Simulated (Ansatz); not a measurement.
Crystal: ZrSe2.

```
Zr Se
1.0
     3.79800    0.00000    0.00000
    -1.89900    3.28916    0.00000
     0.00000    0.00000    6.19200
Zr Se
1 2
Direct
  0.00000 0.00000 0.00000
  0.66667 0.33333 0.75000
  0.33333 0.66667 0.25000
```

```yaml
Program: Ansatz 0.2.0
Task: relaxation of cell and atoms
Functional: PBEsol
Potentials_or_basis: Ansatz PAW
Cutoff: "420 eV (not typed: the program's choice for these potentials)"
k_mesh: 8 × 8 × 5
Occupations: fermi-dirac, width 0.05 eV
Spin: no spin polarisation
```

At the start: volume 25.78 Å³/atom.

Task: How do energy, volume and symmetry change on relaxing?

Result: It ends after 5 steps and the volume is 24.65 Å³/atom (-4.4 %); space group P-3m1 (No. 164, to 0.05 Å).

Step by step:
```csv
step,energy change (eV),largest force (eV/Å),volume (Å³)
1,0.0000,0.0833,77.35
2,-0.0185,0.1556,74.02
3,-0.0211,0.0087,74.00
4,-0.0212,0.0013,73.94
5,-0.0208,0.0012,73.94
```

Final structure:
```
CELL_PARAMETERS angstrom
3.72975 0.00000 0.00000
-1.86488 3.23006 0.00000
0.00000 0.00000 6.13709
ATOMIC_POSITIONS crystal
Zr 0.00000 0.00000 0.00000
Se 0.66667 0.33333 0.74131
Se 0.33333 0.66667 0.25869
```

Caveat: the plane-wave basis is chosen anew once the cell has moved, so the energies of steps on either side of that aren't comparable; this functional lacks dispersion, which binds the layers, so the pressure and a relaxed spacing across them are unreliable; the PAW data sets come from PBE, with cores solved anew for the run's functional, which leaves a small shift of forces and pressure.
